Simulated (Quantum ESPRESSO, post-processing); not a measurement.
# 2H-MoTe2, 1 layer: vacuum convergence, part 2 of 2

Aim: how far one choice must go before the vacuum level and the energy of 2H-MoTe2, 1 layer stand still, and what it costs.

Quantum ESPRESSO 7.5; plane-wave DFT, PBE, GBRV ultrasoft pseudopotentials.

So far. Step 3 (Potential by pp.x): Inside the slab this potential holds the local part of the pseudopotentials, which can be repulsive at the nuclei; only its value in the vacuum has a meaning of its own. Step 5 (Electrostatic potential): Counted from each run's own zero (the valence top), the vacuum level differs from the first run's by -1 meV.

## (6) Self-consistent run: 14 Å of vacuum

The input, c4.in:

```
&control
  prefix = 'c4'
  outdir = './out'
  pseudo_dir = './pseudo'
  calculation = 'scf'
  tprnfor = .true.
/
&system
  ibrav = 0
  nat = 3
  ntyp = 2
  ecutwfc = 40
  ecutrho = 200
  occupations = 'smearing'
  smearing = 'fd'
  degauss = 0.004
/
&electrons
  conv_thr = 1e-07
  mixing_beta = 0.4
  electron_maxstep = 120
  mixing_mode = 'local-TF'
/
ATOMIC_SPECIES
  Te  127.6000  te_pbe_v1.uspp.F.UPF
  Mo  95.9500  mo_pbe_v1.uspp.F.UPF
CELL_PARAMETERS angstrom
  3.55000000000000 0.00000000000000 0.00000000000000
  -1.77500000000000 3.07439018343476 0.00000000000000
  0.00000000000000 0.00000000000000 17.77410263064834
ATOMIC_POSITIONS crystal
  Te  0.333333333333 0.666666666667 0.393831415597
  Mo  0.000000000000 0.000000000000 0.500000000000
  Te  0.333333333333 0.666666666667 0.606168584403
K_POINTS automatic
  12 12 1 0 0 0
```

The run is started by

```sh
$ OMP_NUM_THREADS=1 mpirun -n 4 pw.x -nk 4 -in c4.in > c4.out
```

The log of the run:

```text
[banner, memory and clock lines left out]
Program PWSCF v.7.5 starts
[...]
Message from routine setup:
[...]
number of electrons       =        26.00
     number of Kohn-Sham states=           17
     kinetic-energy cutoff     =      40.0000  Ry
     charge density cutoff     =     200.0000  Ry
[...]
number of k points=    19  Fermi-Dirac smearing, width (Ry)=  0.0040
[...]
Dense  grid:    62287 G-vectors     FFT dimensions: (  32,  32, 160)
[...]
negative rho (up, down):  1.980E-03 0.000E+00
     Starting wfcs are   21 randomized atomic wfcs
[...]
negative rho (up, down):  6.371E-04 0.000E+00
[...]
estimated scf accuracy    <       0.60285216 Ry
[...]
negative rho (up, down):  1.335E-04 0.000E+00
[...]
estimated scf accuracy    <       0.14748383 Ry
[...]
negative rho (up, down):  1.550E-05 0.000E+00
[...]
estimated scf accuracy    <       0.04076335 Ry
[...]
negative rho (up, down):  8.090E-06 0.000E+00
[...]
estimated scf accuracy    <       0.00584469 Ry
[...]
negative rho (up, down):  1.350E-05 0.000E+00
[...]
estimated scf accuracy    <       0.00345961 Ry
[...]
negative rho (up, down):  2.918E-04 0.000E+00
[...]
estimated scf accuracy    <       0.00088482 Ry
[...]
negative rho (up, down):  1.240E-03 0.000E+00
[...]
estimated scf accuracy    <       0.00143629 Ry
[...]
negative rho (up, down):  8.773E-04 0.000E+00
[...]
estimated scf accuracy    <       0.00031639 Ry
[...]
negative rho (up, down):  1.844E-03 0.000E+00
[...]
estimated scf accuracy    <       0.00015847 Ry
[...]
negative rho (up, down):  1.844E-03 0.000E+00
[...]
estimated scf accuracy    <       0.00000649 Ry
[...]
negative rho (up, down):  1.977E-03 0.000E+00
[...]
estimated scf accuracy    <       0.00000388 Ry
[...]
negative rho (up, down):  1.979E-03 0.000E+00
[...]
estimated scf accuracy    <       0.00000010 Ry
[...]
negative rho (up, down):  1.987E-03 0.000E+00
[...]
the Fermi energy is     1.4709 ev
!    total energy              =    -192.38390964 Ry
     estimated scf accuracy    <       0.00000005 Ry
     smearing contrib. (-TS)   =      -0.00000065 Ry
     internal energy E=F+TS    =    -192.38390899 Ry
[...]
one-electron contribution =    -694.04591343 Ry
     hartree contribution      =     348.93714592 Ry
     xc contribution           =     -48.19487062 Ry
     ewald contribution        =     200.91972914 Ry
     convergence has been achieved in  13 iterations
     negative rho (up, down):  1.987E-03 0.000E+00
[...]
Total force =     0.045855     Total SCF correction =     0.000574
[...]
```

The job ended after 18 s (4 MPI ranks of Arm Neoverse V1, shared host; peak memory 0.47 GiB; 70 s of CPU time).

Numbers from this step:

```
Fermi energy                         : 1.471 eV
valence top, on the run's zero       : 0.9794 eV
conduction bottom, on the run's zero : 2.046 eV
```

The program's own clock; routines nest. Time by routine:

```csv
routine,wall time (s),calls
PWSCF,16.97,1
electrons,15.81,1
c_bands,7.91,13
cegterg,7.26,65
fftw,6.34,6567
h_psi,6.26,210
vloc_psi,5.65,210
mix_rho,3.65,13
sum_band,2.47,13
ffts,2.37,1481
newd,0.98,14
v_of_rho,0.86,14
init_run,0.79,1
fft,0.54,191
```

## (7) Electrostatic potential

The input, c4.pot.in:

```
&inputpp
  prefix = 'c4'
  outdir = './out'
  filplot = 'c4.pot.dat'
  plot_num = 11
/
```

The run is started by

```sh
$ OMP_NUM_THREADS=1 mpirun -n 4 pp.x -in c4.pot.in > c4.pot.out
```

Run time: 0.93 s. Hardware: 4 MPI ranks; peak memory 0.11 GiB; 3.4 s of CPU time.

Counted from each run's own zero (the valence top), the vacuum level differs from the first run's by -0 meV.

## (8) Self-consistent run: 12 Å of vacuum

c6.in, as its differences from the input of step 6:

```diff
@@ -1,3 +1,3 @@
 &control
-  prefix = 'c4'
+  prefix = 'c6'
   outdir = './out'
@@ -29,7 +29,7 @@
   -1.77500000000000 3.07439018343476 0.00000000000000
-  0.00000000000000 0.00000000000000 17.77410263064834
+  0.00000000000000 0.00000000000000 15.77410263064833
 ATOMIC_POSITIONS crystal
-  Te  0.333333333333 0.666666666667 0.393831415597
+  Te  0.333333333333 0.666666666667 0.380370290500
   Mo  0.000000000000 0.000000000000 0.500000000000
-  Te  0.333333333333 0.666666666667 0.606168584403
+  Te  0.333333333333 0.666666666667 0.619629709500
 K_POINTS automatic
```

The run is started by

```sh
$ OMP_NUM_THREADS=1 mpirun -n 4 pw.x -nk 4 -in c6.in > c6.out
```

The log of the run:

```text
[banner, memory and clock lines left out]
Program PWSCF v.7.5 starts
[...]
Message from routine setup:
[...]
number of electrons       =        26.00
     number of Kohn-Sham states=           17
     kinetic-energy cutoff     =      40.0000  Ry
     charge density cutoff     =     200.0000  Ry
[...]
number of k points=    19  Fermi-Dirac smearing, width (Ry)=  0.0040
[...]
Dense  grid:    55311 G-vectors     FFT dimensions: (  32,  32, 135)
[...]
negative rho (up, down):  1.431E-03 0.000E+00
     Starting wfcs are   21 randomized atomic wfcs
[...]
negative rho (up, down):  3.181E-04 0.000E+00
[...]
estimated scf accuracy    <       0.60150504 Ry
[...]
negative rho (up, down):  5.551E-05 0.000E+00
[...]
estimated scf accuracy    <       0.14736672 Ry
[...]
negative rho (up, down):  9.384E-06 0.000E+00
[...]
estimated scf accuracy    <       0.04038816 Ry
[...]
negative rho (up, down):  4.615E-06 0.000E+00
[...]
estimated scf accuracy    <       0.00560511 Ry
[...]
negative rho (up, down):  6.636E-06 0.000E+00
[...]
estimated scf accuracy    <       0.00331748 Ry
[...]
negative rho (up, down):  1.033E-04 0.000E+00
[...]
estimated scf accuracy    <       0.00070507 Ry
[...]
negative rho (up, down):  4.811E-04 0.000E+00
[...]
estimated scf accuracy    <       0.00120129 Ry
[...]
negative rho (up, down):  5.459E-04 0.000E+00
[...]
estimated scf accuracy    <       0.00021691 Ry
[...]
negative rho (up, down):  1.281E-03 0.000E+00
[...]
estimated scf accuracy    <       0.00005314 Ry
[...]
negative rho (up, down):  1.354E-03 0.000E+00
[...]
estimated scf accuracy    <       0.00000157 Ry
[...]
negative rho (up, down):  1.428E-03 0.000E+00
[...]
estimated scf accuracy    <       0.00000161 Ry
[...]
negative rho (up, down):  1.443E-03 0.000E+00
[...]
estimated scf accuracy    <       0.00000016 Ry
[...]
negative rho (up, down):  1.451E-03 0.000E+00
[...]
the Fermi energy is     2.1920 ev
!    total energy              =    -192.38391473 Ry
     estimated scf accuracy    <       0.00000002 Ry
     smearing contrib. (-TS)   =      -0.00000066 Ry
     internal energy E=F+TS    =    -192.38391407 Ry
[...]
one-electron contribution =    -567.78650434 Ry
     hartree contribution      =     286.49546113 Ry
     xc contribution           =     -48.19483414 Ry
     ewald contribution        =     137.10196329 Ry
     convergence has been achieved in  13 iterations
     negative rho (up, down):  1.451E-03 0.000E+00
[...]
Total force =     0.045826     Total SCF correction =     0.000366
[...]
```

It took 15 s on 4 MPI ranks; peak memory 0.39 GiB; 62 s of CPU time.

Read from the output:

* free energy: -2617.5165 eV
* Fermi energy: 2.192 eV
* valence top, on the run's zero: 1.701 eV
* conduction bottom, on the run's zero: 2.767 eV

The program's own clock; routines nest. Time by routine:

```csv
routine,wall time (s),calls
PWSCF,14.91,1
electrons,13.86,1
c_bands,6.99,13
cegterg,6.53,65
fftw,5.66,6569
h_psi,5.62,216
vloc_psi,5.07,216
mix_rho,3.25,13
sum_band,2.17,13
ffts,2.1,1469
newd,0.86,14
init_run,0.71,1
v_of_rho,0.65,14
calbec,0.4,301
```

## (9) Potential by pp.x

The input, c6.pot.in:

```
&inputpp
  prefix = 'c6'
  outdir = './out'
  filplot = 'c6.pot.dat'
  plot_num = 11
/
```

The run is started by

```sh
$ OMP_NUM_THREADS=1 mpirun -n 4 pp.x -in c6.pot.in > c6.pot.out
```

It took 0.92 s on 4 MPI ranks; peak memory 0.11 GiB; 3.3 s of CPU time.

Read from the output:

| Item | Value |
| --- | --- |
| potential in the middle of the vacuum, over the valence top | 4.710 eV |

Counted from each run's own zero (the valence top), the vacuum level differs from the first run's by +0 meV.

## (10) SCF with pw.x: 10 Å of vacuum

c8.in, as its differences from the input of step 8:

```diff
@@ -1,3 +1,3 @@
 &control
-  prefix = 'c6'
+  prefix = 'c8'
   outdir = './out'
@@ -29,7 +29,7 @@
   -1.77500000000000 3.07439018343476 0.00000000000000
-  0.00000000000000 0.00000000000000 15.77410263064833
+  0.00000000000000 0.00000000000000 13.77410263064833
 ATOMIC_POSITIONS crystal
-  Te  0.333333333333 0.666666666667 0.380370290500
+  Te  0.333333333333 0.666666666667 0.363000054092
   Mo  0.000000000000 0.000000000000 0.500000000000
-  Te  0.333333333333 0.666666666667 0.619629709500
+  Te  0.333333333333 0.666666666667 0.636999945908
 K_POINTS automatic
```

The run is started by

```sh
$ OMP_NUM_THREADS=1 mpirun -n 4 pw.x -nk 4 -in c8.in > c8.out
```

The log of the run:

```text
[banner, memory and clock lines left out]
Program PWSCF v.7.5 starts
[...]
Message from routine setup:
[...]
number of electrons       =        26.00
     number of Kohn-Sham states=           17
     kinetic-energy cutoff     =      40.0000  Ry
     charge density cutoff     =     200.0000  Ry
[...]
number of k points=    19  Fermi-Dirac smearing, width (Ry)=  0.0040
[...]
Dense  grid:    48249 G-vectors     FFT dimensions: (  32,  32, 120)
[...]
negative rho (up, down):  7.921E-04 0.000E+00
     Starting wfcs are   21 randomized atomic wfcs
[...]
negative rho (up, down):  8.501E-05 0.000E+00
[...]
estimated scf accuracy    <       0.60225833 Ry
[...]
negative rho (up, down):  6.025E-06 0.000E+00
[...]
estimated scf accuracy    <       0.14761697 Ry
[...]
negative rho (up, down):  3.618E-06 0.000E+00
[...]
estimated scf accuracy    <       0.03999483 Ry
[...]
negative rho (up, down):  3.444E-06 0.000E+00
[...]
estimated scf accuracy    <       0.00529792 Ry
[...]
negative rho (up, down):  6.507E-06 0.000E+00
[...]
estimated scf accuracy    <       0.00295984 Ry
[...]
negative rho (up, down):  2.557E-05 0.000E+00
[...]
estimated scf accuracy    <       0.00047028 Ry
[...]
negative rho (up, down):  2.015E-04 0.000E+00
[...]
estimated scf accuracy    <       0.00074999 Ry
[...]
negative rho (up, down):  3.337E-04 0.000E+00
[...]
estimated scf accuracy    <       0.00011070 Ry
[...]
negative rho (up, down):  7.592E-04 0.000E+00
[...]
estimated scf accuracy    <       0.00001400 Ry
[...]
negative rho (up, down):  7.970E-04 0.000E+00
[...]
estimated scf accuracy    <       0.00000041 Ry
[...]
negative rho (up, down):  8.125E-04 0.000E+00
[...]
estimated scf accuracy    <       0.00000047 Ry
[...]
negative rho (up, down):  8.240E-04 0.000E+00
[...]
estimated scf accuracy    <       0.00000014 Ry
[...]
negative rho (up, down):  8.293E-04 0.000E+00
[...]
the Fermi energy is     3.1231 ev
!    total energy              =    -192.38390536 Ry
     estimated scf accuracy    <          3.9E-09 Ry
     smearing contrib. (-TS)   =      -0.00000066 Ry
     internal energy E=F+TS    =    -192.38390470 Ry
[...]
one-electron contribution =    -444.73334198 Ry
     hartree contribution      =     225.85778647 Ry
     xc contribution           =     -48.19484368 Ry
     ewald contribution        =      74.68649449 Ry
     convergence has been achieved in  13 iterations
     negative rho (up, down):  8.293E-04 0.000E+00
[...]
Total force =     0.045807     Total SCF correction =     0.000129
[...]
```

Elapsed: 13 s, on 4 MPI ranks; peak memory 0.42 GiB.

This step gave:

- free energy: -2617.5164 eV
- Fermi energy: 3.123 eV
- valence top, on the run's zero: 2.632 eV
- conduction bottom, on the run's zero: 3.697 eV
- gap by band count: 1.065 eV

The program's own clock; routines nest. Time by routine:

```csv
routine,wall time (s),calls
PWSCF,12.61,1
electrons,11.63,1
c_bands,6.31,13
cegterg,5.92,65
fftw,5.11,6679
h_psi,5.09,219
vloc_psi,4.59,219
mix_rho,2.56,13
sum_band,1.7,13
ffts,1.69,1319
init_run,0.69,1
v_of_rho,0.58,14
newd,0.54,14
calbec,0.36,304
```

## (11) Electrostatic potential

The input, c8.pot.in:

```
&inputpp
  prefix = 'c8'
  outdir = './out'
  filplot = 'c8.pot.dat'
  plot_num = 11
/
```

The run is started by

```sh
$ OMP_NUM_THREADS=1 mpirun -n 4 pp.x -in c8.pot.in > c8.pot.out
```

Wall time 0.9 s (4 MPI ranks); peak memory 0.11 GiB; 3.3 s of CPU time.

This step gave:

* potential in the middle of the vacuum, over the valence top: 4.708 eV

Counted from each run's own zero (the valence top), the vacuum level differs from the first run's by -1 meV.

## (12) Self-consistent run: 8 Å of vacuum

c10.in, as its differences from the input of step 10:

```diff
@@ -1,3 +1,3 @@
 &control
-  prefix = 'c8'
+  prefix = 'c10'
   outdir = './out'
@@ -29,7 +29,7 @@
   -1.77500000000000 3.07439018343476 0.00000000000000
-  0.00000000000000 0.00000000000000 13.77410263064833
+  0.00000000000000 0.00000000000000 11.77410263064833
 ATOMIC_POSITIONS crystal
-  Te  0.333333333333 0.666666666667 0.363000054092
+  Te  0.333333333333 0.666666666667 0.339728650707
   Mo  0.000000000000 0.000000000000 0.500000000000
-  Te  0.333333333333 0.666666666667 0.636999945908
+  Te  0.333333333333 0.666666666667 0.660271349293
 K_POINTS automatic
```

The run is started by

```sh
$ OMP_NUM_THREADS=1 mpirun -n 4 pw.x -nk 4 -in c10.in > c10.out
```

The log of the run:

```text
[banner, memory and clock lines left out]
Program PWSCF v.7.5 starts
[...]
Message from routine setup:
[...]
number of electrons       =        26.00
     number of Kohn-Sham states=           17
     kinetic-energy cutoff     =      40.0000  Ry
     charge density cutoff     =     200.0000  Ry
[...]
number of k points=    19  Fermi-Dirac smearing, width (Ry)=  0.0040
[...]
Dense  grid:    41273 G-vectors     FFT dimensions: (  32,  32, 108)
[...]
negative rho (up, down):  8.338E-05 0.000E+00
     Starting wfcs are   21 randomized atomic wfcs
[...]
negative rho (up, down):  5.726E-06 0.000E+00
[...]
estimated scf accuracy    <       0.60349874 Ry
[...]
estimated scf accuracy    <       0.14764960 Ry
[...]
estimated scf accuracy    <       0.03918259 Ry
[...]
negative rho (up, down):  5.167E-08 0.000E+00
[...]
estimated scf accuracy    <       0.00476239 Ry
[...]
estimated scf accuracy    <       0.00244580 Ry
[...]
negative rho (up, down):  1.085E-05 0.000E+00
[...]
estimated scf accuracy    <       0.00026989 Ry
[...]
negative rho (up, down):  7.695E-05 0.000E+00
[...]
estimated scf accuracy    <       0.00032649 Ry
[...]
negative rho (up, down):  1.007E-04 0.000E+00
[...]
estimated scf accuracy    <       0.00005400 Ry
[...]
negative rho (up, down):  1.481E-04 0.000E+00
[...]
estimated scf accuracy    <       0.00000424 Ry
[...]
negative rho (up, down):  1.532E-04 0.000E+00
[...]
estimated scf accuracy    <       0.00000037 Ry
[...]
negative rho (up, down):  1.524E-04 0.000E+00
[...]
the Fermi energy is     4.3704 ev
!    total energy              =    -192.38378518 Ry
     estimated scf accuracy    <       0.00000010 Ry
     smearing contrib. (-TS)   =      -0.00000069 Ry
     internal energy E=F+TS    =    -192.38378450 Ry
[...]
one-electron contribution =    -326.52515006 Ry
     hartree contribution      =     167.94883151 Ry
     xc contribution           =     -48.19539403 Ry
     ewald contribution        =      14.38792809 Ry
     convergence has been achieved in  11 iterations
     negative rho (up, down):  1.524E-04 0.000E+00
[...]
Total force =     0.045875     Total SCF correction =     0.000076
[...]
```

Wall time 9.2 s (4 MPI ranks); peak memory 0.39 GiB.

This step gave:

| Quantity | Value |
| --- | --- |
| free energy | -2617.5147 eV |
| Fermi energy | 4.370 eV |
| valence top, on the run's zero | 3.882 eV |
| conduction bottom, on the run's zero | 4.941 eV |
| gap by band count | 1.059 eV |

The program's own clock; routines nest. Time by routine:

```csv
routine,wall time (s),calls
PWSCF,8.63,1
electrons,7.75,1
c_bands,4.28,11
cegterg,3.99,55
h_psi,3.4,193
fftw,3.36,5721
vloc_psi,3.04,193
mix_rho,1.51,11
sum_band,1.18,11
ffts,0.96,1007
init_run,0.61,1
v_of_rho,0.43,12
newd,0.41,12
hinit0,0.26,1
```

## (13) Potential by pp.x

The input, c10.pot.in:

```
&inputpp
  prefix = 'c10'
  outdir = './out'
  filplot = 'c10.pot.dat'
  plot_num = 11
/
```

The run is started by

```sh
$ OMP_NUM_THREADS=1 mpirun -n 4 pp.x -in c10.pot.in > c10.pot.out
```

Wall time 0.86 s (4 MPI ranks); peak memory 0.11 GiB.

Read from the output:

* potential in the middle of the vacuum, over the valence top: 4.698 eV

Counted from each run's own zero (the valence top), the vacuum level differs from the first run's by -12 meV.

## (14) The series side by side

All levels:

```csv
level,vacuum level over the valence top (eV),its change from the first (meV),energy from the first (meV an atom),SCF iterations,wall time (s),peak memory (GiB),CPU time (s)
24 Å of vacuum,4.709,0,0,16,35.05,0.7,139.9
18 Å of vacuum,4.709,-0.8063,-0.03095,14,23.3,0.66,92.91
14 Å of vacuum,4.709,-0.4063,-0.0522,13,17.52,0.47,69.76
12 Å of vacuum,4.71,0.112,-0.07526,13,15.45,0.39,61.52
10 Å of vacuum,4.708,-0.9657,-0.03277,13,13.16,0.42,52.35
8 Å of vacuum,4.698,-11.66,0.5123,11,9.17,0.39,36.4
```

## (15) Results

* vacuum level over the valence top, 24 Å of vacuum: 4.709 eV
* cheapest step of the main series that, with all steps before it, keeps the vacuum level within 20 meV of the first: 8 Å of vacuum: -12 meV, 36 s of CPU time against 2.3 min
* setting with the largest shift of the level: 8 Å of vacuum: -12 meV

What this shows: The cheapest step of the main series that, with all steps before it, keeps the vacuum level within 20 meV of the first is 8 Å of vacuum: -12 meV, 36 s of CPU time against 2.3 min. Over the series the energy moves by up to 0.512 meV an atom and the vacuum level by up to 12 meV. The level is read in the middle of the vacuum, where a short gap still holds the tails of both faces. The times come from a shared host and are rough. Peak memory is sampled during the run and can miss the peak. The geometry is as built, not relaxed.

[Logs are printed without paths, hosts, clocks, repeated set-up lines and the standing remarks that a program may print on its own settings, such as how far it seeks lower states.]

[Hosts, paths, dates, database ids (printed as entryN), source tags and the programs' standing remarks are cut or masked in the printed files.]

[Maps of the electrostatic potential energy from Ansatz leave out the sawtooth potential of an applied field or a dipole correction, so their vacuum need not be flat; planar profiles and work functions include it.]
